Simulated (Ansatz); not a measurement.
## LiF: eigenvalues along the path

```
Li F
1.0
     0.00000    2.01400    2.05428
     2.01400    0.00000    2.05428
     2.01400    2.01400    0.00000
Li F
1 1
Direct
  0.00000 0.00000 0.00000
  0.50000 0.50000 0.50000
```

Atom numbers follow the list: Li1, F2.

The geometry is COD entry 1010990, unchecked; take it as a test cell. The listed cell was then made from it by scaling, straining or moving an atom.

Theory: DFT, LDA, all-electron LAPW, scalar-relativistic (Ansatz 0.2.0).

The runs use a Γ-centred 10×10×10 k mesh, Fermi–Dirac smearing of 0.03 eV, basis error target 1 meV/atom, no spin polarisation.

Path points, in fractions of the reciprocal vectors: Γ (0.000, 0.000, 0.000), X (0.000, 0.500, 0.500), P (0.250, 0.750, 0.500), N (0.000, 0.500, 0.000), M (0.500, 0.500, 0.000), S (0.370, 0.630, 0.000), S0 (-0.370, 0.370, 0.000). Levels in eV from the valence-band top; bands 2 to 6, counted from the lowest band of the run. The gap is 8.61 eV, direct at Γ.

```
# k(1/Å) point b2 b3 b4 b5 b6
0.000 Γ -19.56 -0.05 -0.05 0.00 8.61
0.312 - -19.51 -0.30 -0.15 -0.10 9.03
0.624 - -19.36 -1.00 -0.42 -0.35 10.17
0.936 - -19.14 -1.93 -0.75 -0.65 11.78
1.248 - -18.93 -2.73 -1.01 -0.89 13.44
1.560 X -18.85 -3.05 -1.11 -0.99 14.33
1.713 - -18.85 -3.01 -1.17 -0.97 14.34
1.866 - -18.86 -2.88 -1.32 -0.92 14.35
2.019 - -18.86 -2.69 -1.56 -0.86 14.38
2.172 - -18.87 -2.44 -1.85 -0.82 14.45
2.325 P -18.87 -2.15 -2.15 -0.80 14.56
2.545 - -18.90 -2.20 -1.99 -0.74 13.83
2.766 - -18.96 -2.31 -1.56 -0.59 12.60
2.986 - -19.04 -2.43 -0.97 -0.43 11.44
3.207 - -19.11 -2.51 -0.45 -0.32 10.58
3.428 N -19.13 -2.54 -0.27 -0.23 10.26
3.696 - -19.17 -2.34 -0.25 -0.22 10.26
3.964 - -19.28 -1.77 -0.19 -0.17 10.08
4.233 - -19.42 -1.01 -0.11 -0.11 9.54
4.501 - -19.52 -0.32 -0.06 -0.04 8.90
4.770 Γ -19.56 -0.05 -0.05 0.00 8.61
5.076 - -19.51 -0.28 -0.14 -0.14 9.01
5.381 - -19.36 -1.01 -0.38 -0.38 10.11
5.687 - -19.15 -1.96 -0.67 -0.67 11.64
5.993 - -18.95 -2.75 -0.90 -0.90 13.19
6.299 M -18.87 -3.06 -0.99 -0.99 13.98
6.414 - -18.88 -3.04 -1.02 -0.98 13.98
6.528 - -18.88 -2.97 -1.12 -0.94 13.99
6.643 - -18.89 -2.85 -1.27 -0.88 14.01
6.757 - -18.90 -2.69 -1.44 -0.80 14.04
6.872 S -18.92 -2.50 -1.61 -0.71 13.91
7.244 - -19.01 -2.35 -1.30 -0.47 12.03
7.616 - -19.11 -2.52 -0.43 -0.26 10.49
7.988 - -19.11 -2.52 -0.43 -0.26 10.49
8.361 - -19.01 -2.35 -1.30 -0.47 12.03
8.733 S0 -18.92 -2.50 -1.61 -0.71 13.91
9.059 - -19.01 -1.94 -1.81 -0.41 12.41
9.386 - -19.17 -1.80 -1.07 -0.17 11.14
9.713 - -19.36 -1.19 -0.47 -0.06 10.00
10.039 - -19.50 -0.42 -0.11 -0.04 9.04
10.366 Γ -19.56 -0.05 -0.05 0.00 8.61
```
